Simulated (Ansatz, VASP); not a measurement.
**Cross-check of AsP between VASP and Ansatz**

One calculation is typed for both programs; each brings its own data sets. How far apart do they land? The cell is taken from a series of runs on this material, whose earlier steps may have relaxed, scaled, displaced or heated it; both programs get it as it stands.

Method: plane waves, with VASP 6.6.1 beside it; PBE0, in Ansatz 0.2.0.

## 1. Starting point

The cell holds 4 atoms: 2 P and 2 As. Cell: a = 4.368 Å, b = 3.507 Å, c = 28.000 Å, α = 90.0°, β = 90.0°, γ = 90.0°. Vacuum lies along c.

## 2. Ansatz: single point, PBE0

Ansatz runs on its PAW soft_1 files.

With cell and atoms fixed, the geometry can't cause a difference; cores, projectors, grids and the points listed under the comparison can.

Input file input.yaml:

```yaml
crystal:
  lattice:
    - [4.3684249849, 0.0, 0.0]
    - [0.0, 3.5070573248, 0.0]
    - [0.0, 0.0, 28.0]
  atoms:
    - { symbol: P, position: [0.0561186001, 0.0, 0.5382768935] }
    - { symbol: As, position: [0.4195760041, 0.5, 0.5427027093] }
    - { symbol: As, position: [0.5804239959, 0.5, 0.4572972907] }
    - { symbol: P, position: [0.9438813999, 0.0, 0.4617231065] }
  periodic: [true, true, false]
kpoints:
  mp_grid: { grid: [4, 4, 1] }
  band_path:
    path:
      - [0.0, 0.0, 0.0]
      - [0.5, 0.0, 0.0]
      - [0.5, 0.5, 0.0]
      - [0.0, 0.5, 0.0]
      - [0.35, 0.0, 0.0]
    npoints: 1
hamiltonian:
  xc: pbe0
  pseudopotentials: { kind: paw, azcp: { folder: soft_1 } }
scf:
  occupations: { method: fixed }
  n_extra_bands: 5
output:
  eigenvalues: true
```

Run with:

```sh
ansatz run input.yaml --threads 4 --pin off --max-ram 17510MiB --backend cpu --events-out ev --progress --plain --runs-dir out
```

Numbers of over 12 decimals in the logs are rounded to 6 here.

The log of the run:

```text
scf.n_extra_bands = 5 over 20 filled bands (N_el = 40.0): the run solves 25 bands
Engine: ansatz 0.2.0, aarch64-unknown-linux-gnu
Pseudopotentials: kind: paw
Pseudopotential: P, paw, valence charge 5, recommended cutoff 420 eV (normal), soft_1/P.paw.azcp
Pseudopotential: As, paw, valence charge 15, recommended cutoff 420 eV (normal), soft_1/As.paw.azcp
Functional definition: PBE0
  parameter a = 0.25
  parameter kappa = 0.804
  parameter beta = 0.066725
  exchange = (1 - a)*pbe_x(kappa = kappa, mu = beta*pi^2/3) + a*exact_x
  correlation = pbe_c(beta = beta)
davidson cushion auto → on  (no smearing: the cushion is to keep the highest requested band from converging to the state above it; pin scf.eigensolver.cushion to override)
Crystal: 4 atoms, lattice volume = 428.969 Å³
Basis set: ecut = 420 eV, 8397 PW (Γ)
Bands: 25, of which v1, the nominal top of the filled ones, is band 20 counted from 1 (19 counted from 0)
Symmetry: 4 space group operations
Space group: P2/m (ITA 10), of the structure as read, at distance tolerance 7.5e-5 Å
k-points: 9 of 16
Non-local potential: P, projectors of the file, l = 0: 2, l = 1: 2, l = 2: 1
Non-local potential: As, projectors of the file, l = 0: 2, l = 1: 2, l = 2: 3, l = 3: 1
PAW form: soft (Blöchl's): semilocal exchange-correlation on the pseudo side does not see the compensation charge
PAW frozen core: P, regenerated for the run's functional, and the local potential with it (the file was generated under x = pbe(κ = 0.804, μ = 0.219515), c = pbe(β = 0.066725))
PAW frozen core: As, regenerated for the run's functional, and the local potential with it (the file was generated under x = pbe(κ = 0.804, μ = 0.219515), c = pbe(β = 0.066725))
PAW one-centre angular grid: P, 110 points (default); XC on 64 Gauss nodes
PAW one-centre angular grid: As, 590 points (default); XC on 64 Gauss nodes
Initial density: superposition of atomic densities (neutral atoms: chi_scale 0, normalization atom)
Initial wavefunctions: pseudopotential atomic-orbital guess
Functional: x = pbe(κ = 0.804, μ = 0.219515), c = pbe(β = 0.066725), warm-up for x = 0.75 pbe(κ = 0.804, μ = 0.219515) + 0.25 exact, c = pbe(β = 0.066725)
iter 1 solved again at ethr=2.16e-3 eV; its pass at ethr=1.00e-1 eV (dr2=8.66e-1 eV) is discarded
SCF iter   1: F=—  HF=-11223.560711 eV  |F-HF|=—  |Δ(HF+E_count)|=         —  Δρ=1.50e-2  dr2=9.06e-1  ethr=2.16e-3  ⟨swp⟩=5.2  Hψ=1401  notcnv=0
preconditioner: auto → none  [insulator: Δε(μ)=0.917 eV  Ē_g=9.063 eV  n_scr=44 (ndim 8)  ℏωp=8.0 eV  f_vac=0.755]
SCF iter   2: F=—  HF=-11223.407042 eV  |F-HF|=—  |Δ(HF+E_count)|=   1.54e-1  Δρ=7.37e-3  dr2=2.02e-1  ethr=2.16e-3  ⟨swp⟩=3.7  Hψ=575  notcnv=0  defer=2
SCF iter   3: F=—  HF=-11223.381969 eV  |F-HF|=—  |Δ(HF+E_count)|=   2.51e-2  Δρ=3.16e-3  dr2=5.00e-2  ethr=5.05e-4  ⟨swp⟩=3.6  Hψ=585  notcnv=0  defer=2
iter 4 solved again at ethr=1.09e-6 eV; its pass at ethr=1.25e-4 eV (dr2=4.35e-4 eV) is discarded
SCF iter   4: F=—  HF=-11223.372278 eV  |F-HF|=—  |Δ(HF+E_count)|=   9.69e-3  Δρ=5.15e-4  dr2=5.55e-4  ethr=1.09e-6  ⟨swp⟩=5.2  Hψ=1507  notcnv=0  defer=4
eigensolver tolerance schedule calibrated: the retry pair's looser diagonalisation under-reported the residual by θ = 0.22 (0.10/decade); ethr = c·dr2/N_el runs at the constant in force after the calibration composes with the one it found (an armed cap, an earlier calibration), c = 9.1e-2
SCF iter   5: F=—  HF=-11223.372234 eV  |F-HF|=—  |Δ(HF+E_count)|=   4.40e-5  Δρ=1.45e-4  dr2=8.17e-5  ethr=1.09e-6  ⟨swp⟩=3.4  Hψ=597  notcnv=0  defer=1
SCF iter   6: F=-11223.372213 eV  HF=-11223.372235 eV  |F-HF|=2.18e-5  |Δ(HF+E_count)|=   6.44e-7  Δρ=4.41e-5  dr2=2.49e-5  ethr=1.86e-7  ⟨swp⟩=4.2  Hψ=682  notcnv=0  defer=1
SCF 1 stopped early in 6 iterations: F = -11223.372213 eV  dr2 = 2.49e-5
  greatest PAW one-centre occupation: 0.999 electrons in one spin orbital (limit 2), on the As atom at site 2 (counted from 0), in its partial waves of l = 2
Initial density: handed on by an earlier stage of this run
Initial wavefunctions: those handed on with the density
Functional: x = 0.75 pbe(κ = 0.804, μ = 0.219515) + 0.25 exact, c = pbe(β = 0.066725)
Frozen-core exchange: fock
SCF iter   1: F=—  HF=-11226.760971 eV  |F-HF|=—  |Δ(HF+E_count)|=         —  Δρ=2.31e-3  dr2=1.45e-2  ethr=6.23e-7  ⟨swp⟩=13.6  Hψ=1466  notcnv=3
preconditioner: auto → none  [insulator: Δε(μ)=1.948 eV  Ē_g=11.032 eV  n_scr=44 (ndim 8)  ℏωp=8.0 eV  f_vac=0.767]
SCF iter   2: F=—  HF=-11226.747050 eV  |F-HF|=—  |Δ(HF+E_count)|=   1.39e-2  Δρ=7.51e-4  dr2=2.55e-3  ethr=6.23e-7  ⟨swp⟩=5.4  Hψ=995  notcnv=0  defer=1
SCF iter   3: F=—  HF=-11226.746544 eV  |F-HF|=—  |Δ(HF+E_count)|=   5.06e-4  Δρ=2.01e-4  dr2=3.13e-3  ethr=6.23e-7  ⟨swp⟩=4.2  Hψ=748  notcnv=0  defer=1
SCF iter   4: F=—  HF=-11226.766103 eV  |F-HF|=—  |Δ(HF+E_count)|=   1.96e-2  Δρ=4.02e-4  dr2=5.57e-4  ethr=1.47e-7  ⟨swp⟩=6.6  Hψ=1079  notcnv=0  defer=5
SCF iter   5: F=—  HF=-11226.765892 eV  |F-HF|=—  |Δ(HF+E_count)|=   2.11e-4  Δρ=3.66e-5  dr2=1.81e-4  ethr=1.47e-7  ⟨swp⟩=4.4  Hψ=833  notcnv=0  defer=2
SCF iter   6: F=—  HF=-11226.766772 eV  |F-HF|=—  |Δ(HF+E_count)|=   8.81e-4  Δρ=1.00e-4  dr2=4.73e-5  ethr=2.27e-8  ⟨swp⟩=5.8  Hψ=898  notcnv=0  defer=5
SCF iter   7: F=-11226.766759 eV  HF=-11226.766759 eV  |F-HF|=3.41e-8  |Δ(HF+E_count)|=   1.32e-5  Δρ=6.15e-6  dr2=1.11e-5  ethr=2.27e-8  ⟨swp⟩=4.0  Hψ=645  notcnv=0  defer=2
SCF 2 stopped early in 7 iterations: F = -11226.766759 eV  dr2 = 1.11e-5
hybrid outer 1: dexx = +2.531e-2 eV, tail = 1.62e-4 eV
Frozen-core exchange: fock
SCF iter   1: F=—  HF=-11226.767419 eV  |F-HF|=—  |Δ(HF+E_count)|=         —  Δρ=3.51e-5  dr2=4.17e-6  ethr=2.03e-6  ⟨swp⟩=4.2  Hψ=518  notcnv=0
preconditioner: auto → none  [insulator: Δε(μ)=2.014 eV  Ē_g=11.053 eV  n_scr=44 (ndim 8)  ℏωp=8.0 eV  f_vac=0.767]
SCF iter   2: F=—  HF=-11226.767429 eV  |F-HF|=—  |Δ(HF+E_count)|=   1.01e-5  Δρ=1.79e-5  dr2=1.37e-6  ethr=7.54e-9  ⟨swp⟩=5.1  Hψ=944  notcnv=0  defer=5
iter 3 solved again at ethr=1.21e-10 eV; its pass at ethr=2.35e-9 eV (dr2=4.83e-8 eV) is discarded
SCF iter   3: F=—  HF=-11226.767429 eV  |F-HF|=—  |Δ(HF+E_count)|=   3.17e-7  Δρ=5.31e-6  dr2=1.94e-7  ethr=1.21e-10  ⟨swp⟩=3.7  Hψ=1129  notcnv=0  defer=3
SCF iter   4: F=-11226.767430 eV  HF=-11226.767430 eV  |F-HF|=1.79e-8  |Δ(HF+E_count)|=   9.63e-7  Δρ=2.84e-6  dr2=3.72e-8  ethr=1.21e-10  ⟨swp⟩=5.7  Hψ=854  notcnv=0  defer=6
SCF 3 converged in 4 iterations: F = -11226.767430 eV  dr2 = 3.72e-8
hybrid outer 2: dexx = +9.005e-6 eV, tail = 2.12e-7 eV, Δε = 4.05e-3 eV (about 2.28e-4 eV left of the loop's levels)
NSCF: frozen V_eff on 5 k-points
hybrid SCF converged: 2 outer / 11 inner (+6 warm-up), last move |dexx| = 9.00e-6 eV, tail = 2.12e-7 eV
Stability not checked: this state was not tested for a lower state beside it, because the functional holds exact exchange (a hybrid, or Hartree-Fock), whose exchange loop this test does not read (fock_operator; see scf.lower_state_search)
Free energy (F): -11226.767430 eV
Frozen-core exchange: fock
Harris-Foulkes:  -11226.767430 eV  (|F-HF|=1.79e-8)
Internal energy: -11226.767430 eV  (E = F + TS)
E sigma→0 (E₀):  -11226.767430 eV
Fermi energy:    -5.404710 eV
--- Per-component energies (eV) ---
  E_band       = -1134.471312
  E_kinetic    = 327.891912
  E_local      = -57030.832759  (includes V_loc(G=0)·N_el)
  E_nonlocal   = -723.962254
  E_hartree    = 28455.889281
  E_xc         = -220.289513
  E_vxc        = -207.464792  (∫ρ·V_xc dr)
  E_exx        = -154.549800  (= α·E_x^exact, valence–valence)
  E_paw        = -5053.696278  (= ΣΔE_a)
  E_vpaw       = -102.779592  (= ΣTr[D̂ρ^β])
  E_aug_tail   = -0.000013  (compensation charges beyond the density's cutoff)
  E_ewald      = 23174.501495
  E_core_change = -1.719501  (= ΣΔE_core)
  E_smearing   = -0.000000  (= −TS)
  E_closure    = -0.000000  (closes the sum)
  Σ components = -11226.767430   (vs F -11226.767430, Δ=-1.82e-12)
--- Band table (eV; the first three rows and the last of 9) ---
  k-point 0: bands = [... 16 lower, -9.0399, -7.4429, -6.9844, -5.4047, -3.3903, -2.2243, -1.1570, -0.2897, ... 1 higher]
  k-point 1: bands = [... 16 lower, -9.5690, -7.8970, -7.1320, -6.0664, -2.6786, -2.6708, -1.0229, -0.2019, ... 1 higher]
  k-point 2: bands = [... 16 lower, -8.3455, -7.8210, -7.8155, -7.1324, -2.7003, -2.5707, -2.4367, -2.2828, ... 1 higher]
  k-point 8: bands = [... 16 lower, -10.5359, -10.0868, -7.2910, -6.9745, -1.5760, -1.0784, 0.9437, 1.0847, ... 1 higher]
  the weakly bound empty levels are not read free of the cell's end (exact_exchange)
```

## 3. VASP: single point, PBE0

The same cell, functional and mesh now go to VASP, with its own data sets.

Lines of VASP's logs that name or quote its potential files are left out, and so is its time.

The run reads the wave functions of an earlier VASP run, which isn't shown here.

Input file INCAR:

```
SYSTEM = AsP
PREC = Accurate
ENCUT = 400
EDIFF = 1E-06
NELM = 100
ISMEAR = 0
SIGMA = 0.01
LREAL = .FALSE.
ALGO = Normal
LHFCALC = .TRUE.
AEXX = 0.25
GGA = PE
LASPH = .TRUE.
NBANDS = 16
PRECFOCK = Fast
LORBIT = 11
LWAVE = .FALSE.
LCHARG = .FALSE.
KPAR = 2
NCORE = 4
ISIF = 2
LDIPOL = .TRUE.
IDIPOL = 3
DIPOL = 0.5 0.5 0.5
LVHAR = .TRUE.
```

Input file POSCAR:

```
AsP
1.0
    4.3684249849      0.0000000000      0.0000000000
    0.0000000000      3.5070573248      0.0000000000
    0.0000000000      0.0000000000     28.0000000000
P As
2 2
Direct
    0.0561186001      0.0000000000      0.5382768935
    0.9438813999      0.0000000000      0.4617231065
    0.4195760041      0.5000000000      0.5427027093
    0.5804239959      0.5000000000      0.4572972907
```

Input file KPOINTS:

```
Automatic mesh
0
Gamma
4 4 1
0 0 0
```

Potentials, in the order of the species: P and As (PBE family, release 64).

Run with:

```sh
mpirun -np 8 vasp_std
```

The log of the run:

```text
[banner, memory and clock lines left out]
running    8 mpi-ranks, on    1 nodes
 distrk:  each k-point on    4 cores,    2 groups
 distr:  one band on    4 cores,    1 groups

 POSCAR found type information on POSCAR P As
 POSCAR found :  2 types and       4 ions
 LDA part: xc-table for (Slater+PW92), standard interpolation
 found WAVECAR, reading the header
 POSCAR, INCAR and KPOINTS ok, starting setup
 FFT: planning ... GRIDC
 FFT: planning ... GRID_SOFT
 FFT: planning ... GRID
 reading WAVECAR
 the WAVECAR file was read successfully
 initial charge from wavefunction
 entering main loop
       N       E                     dE             d eps       ncg     rms          rms(c)
DAV:   1    -0.261567444499E+02   -0.26157E+02   -0.96473E-01   360   0.644E+00    0.289E+00
DAV:   2    -0.261724426842E+02   -0.15698E-01   -0.54311E-02   376   0.116E+00    0.197E+00
DAV:   3    -0.261706419669E+02    0.18007E-02   -0.42891E-03   400   0.352E-01    0.117E+00
DAV:   4    -0.261697406409E+02    0.90133E-03   -0.99230E-04   408   0.180E-01    0.660E-01
DAV:   5    -0.261694725504E+02    0.26809E-03   -0.30953E-04   392   0.977E-02    0.366E-01
DAV:   6    -0.261693980561E+02    0.74494E-04   -0.73603E-05   376   0.476E-02    0.205E-01
DAV:   7    -0.261693784696E+02    0.19587E-04   -0.18635E-05   376   0.245E-02    0.115E-01
DAV:   8    -0.261693751602E+02    0.33094E-05   -0.57657E-06   392   0.140E-02    0.637E-02
DAV:   9    -0.261693761848E+02   -0.10246E-05   -0.17490E-06   320   0.806E-03    0.359E-02
DAV:  10    -0.261693779714E+02   -0.17867E-05   -0.74215E-07   328   0.555E-03    0.201E-02
DAV:  11    -0.261693795478E+02   -0.15764E-05   -0.28575E-07   312   0.354E-03    0.113E-02
DAV:  12    -0.261693808179E+02   -0.12700E-05   -0.16148E-07   312   0.270E-03    0.609E-03
DAV:  13    -0.261693817778E+02   -0.95994E-06   -0.79660E-08   312   0.190E-03
   1 F= -.26169382E+02 E0= -.26169382E+02  d E =-.128794E-17
```

From OUTCAR (step 3):

```text
ion  position               nearest neighbor table
   1  0.056  0.000  0.538-   2 2.20   3 2.37   3 2.37
   2  0.944  0.000  0.462-   1 2.20   4 2.37   4 2.37
   3  0.420  0.500  0.543-   1 2.37   1 2.37   4 2.49
   4  0.580  0.500  0.457-   2 2.37   2 2.37   3 2.49

  LATTYP: Found a simple orthorhombic cell.
 ALAT       =     3.5070573248
 B/A-ratio  =     1.2456098034
 C/A-ratio  =     7.9839014327

 Subroutine GETGRP returns: Found  4 space group operations
 (whereof  4 operations were pure point group operations)

The static configuration has the point symmetry C_2h.

 Found      9 irreducible k-points:

   k-points           NKPTS =      9   k-points in BZ     NKDIM =     16   number of bands    NBANDS=     16

   dimension x,y,z NGX =    28 NGY =   24 NGZ =  192
   dimension x,y,z NGXF=    56 NGYF=   48 NGZF=  384

   ENCUT  =  400.0 eV  29.40 Ry    5.42 a.u.   7.12  5.72 45.66*2*pi/ulx,y,z

   NELECT =      20.0000    total number of electrons

 k-points in reciprocal lattice and weights: Automatic mesh
   0.00000000  0.00000000  0.00000000       0.062
   0.25000000  0.00000000  0.00000000       0.125
   0.50000000  0.00000000  0.00000000       0.062
   0.00000000  0.25000000  0.00000000       0.125
   0.25000000  0.25000000  0.00000000       0.250
   0.50000000  0.25000000  0.00000000       0.125
   0.00000000  0.50000000  0.00000000       0.062
   0.25000000  0.50000000  0.00000000       0.125
   0.50000000  0.50000000  0.00000000       0.062

  exchange ACFDT corr.  =         0.00000000  see jH, gK, PRB 81, 115126

 dipolmoment           0.000000      0.000000     -0.000000 electrons x Angstroem

 average (electrostatic) potential at core
       1 -87.7411       2 -87.7411       3 -53.5749       4 -53.5749

 E-fermi :  -3.4552

 k-point     1 :       0.0000    0.0000    0.0000
  band No.  band energies     occupation
    ...
      6      -8.3412      2.00000
      7      -7.1494      2.00000
      8      -5.5348      2.00000
      9      -5.1008      2.00000
     10      -3.5129      2.00000
     11      -1.4782      0.00000
     12      -0.3045      0.00000
     13       0.7550      0.00000
     14       1.6178      0.00000
     15       1.7737      0.00000
    ...

 k-point     2 :       0.2500    0.0000    0.0000
  band No.  band energies     occupation
    ...
      6      -6.7960      2.00000
      7      -6.7114      2.00000
      8      -5.1904      2.00000
      9      -4.9613      2.00000
     10      -3.7822      2.00000
     11      -0.6308      0.00000
     12      -0.2542      0.00000
     13       0.3694      0.00000
     14       0.8564      0.00000
     15       2.2425      0.00000
    ...

 k-point     3 :       0.5000    0.0000    0.0000
  band No.  band energies     occupation
    ...
      6      -6.5819      2.00000
      7      -6.1338      2.00000
      8      -5.6259      2.00000
      9      -4.2763      2.00000
     10      -3.7812      2.00000
     11      -0.5128      0.00000
     12      -0.0401      0.00000
     13       0.8420      0.00000
     14       1.0577      0.00000
     15       1.1462      0.00000
    ...

  Total       -0.1083053      0.5300701     -0.9322990      0.0000000      0.0000000     -0.1171108
  in kB       -0.4045150      1.9797854     -3.4820904      0.0000000      0.0000000     -0.4374031
  external PRESSURE =      -0.6356067 kB  Pullay stress =       0.0000000 kB

  energy-cutoff  :      400.00
  volume of cell :      428.97
      direct lattice vectors                 reciprocal lattice vectors
     4.368424985  0.000000000  0.000000000     0.228915457  0.000000000  0.000000000
     0.000000000  3.507057325  0.000000000     0.000000000  0.285139337  0.000000000
     0.000000000  0.000000000 28.000000000     0.000000000  0.000000000  0.035714286

 POSITION                                       TOTAL-FORCE (eV/Angst)
 -----------------------------------------------------------------------------------
      0.24515      0.00000     15.07175         0.209798     -0.000000     -0.187411
      4.12328      0.00000     12.92825        -0.209798     -0.000000      0.187411
      1.83289      1.75353     15.19568        -0.236509     -0.000000     -0.200137
      2.53554      1.75353     12.80432         0.236509      0.000000      0.200137
 -----------------------------------------------------------------------------------
    total drift:                                0.000000      0.000000     -0.000000

  FREE ENERGIE OF THE ION-ELECTRON SYSTEM (eV)
  ---------------------------------------------------
  free  energy   TOTEN  =       -26.1693817778 eV

  energy  without entropy=      -26.1693817778  energy(sigma->0) =      -26.16938178

 vacuum level on the upper side and lower side of the slab         1.904         1.904

 total charge
# of ion       s       p       d       tot
------------------------------------------
    1        1.084   1.378   0.000   2.462
    2        1.084   1.378   0.000   2.462
    3        1.306   1.409   0.058   2.773
    4        1.306   1.409   0.058   2.773
--------------------------------------------------
tot          4.780   5.573   0.116  10.469

[... 3 further parts left out ...]
```

The k-mesh is coarse for unscreened exact exchange, which converges slowly with it.

## 4. Differences

Known differences besides the potentials themselves: exact exchange at q = 0 is treated differently, which shows on coarse meshes; VASP keeps PBE cores, Ansatz makes them for the functional; fixed occupations in Ansatz, narrow Gaussian smearing in VASP; Ansatz cuts the interaction across the vacuum, VASP repeats the sheet with a dipole correction (LDIPOL); the data sets hold 40 valence electrons in Ansatz (on its PAW soft_1 files) and 20 in VASP; the cutoff is 420 eV in Ansatz and 400 eV in VASP; VASP takes a coarser grid for exact exchange (PRECFOCK = Fast). Total energies have different zeros and are not compared.

Both answers:

| quantity | Ansatz | VASP | difference |
| --- | --- | --- | --- |
| gap on the k mesh (eV) | 2.014 | 2.035 | -0.020 |

A gap on the mesh is an upper bound, since the band edges may lie between its points. Where the cell holds vacuum, a pressure given here is an average over it and none of the material.

## 5. Results

| Item | Value |
| --- | --- |
| difference in gap on the k mesh (single point, PBE0) | -0.020 eV |

In words: The difference in gap on the k mesh is -0.020 eV (single point, PBE0), within the 0.08 eV picked in this series as the mark of a large difference. The data sets hold unlike numbers of valence electrons (40 in Ansatz and 20 in VASP), so part of the differences may come from the potentials. How closely two codes agree says nothing of how well the functional describes the real material.

[Lines on the potential files, build, host, timing and source positions are cut from VASP's logs without a mark.]

[Logs are printed without paths, hosts, clocks, repeated set-up lines and the standing remarks that a program may print on its own settings, such as how far it seeks lower states.]

[Hosts, paths, dates, database ids (printed as entryN), source tags and the programs' standing remarks are cut or masked in the printed files.]
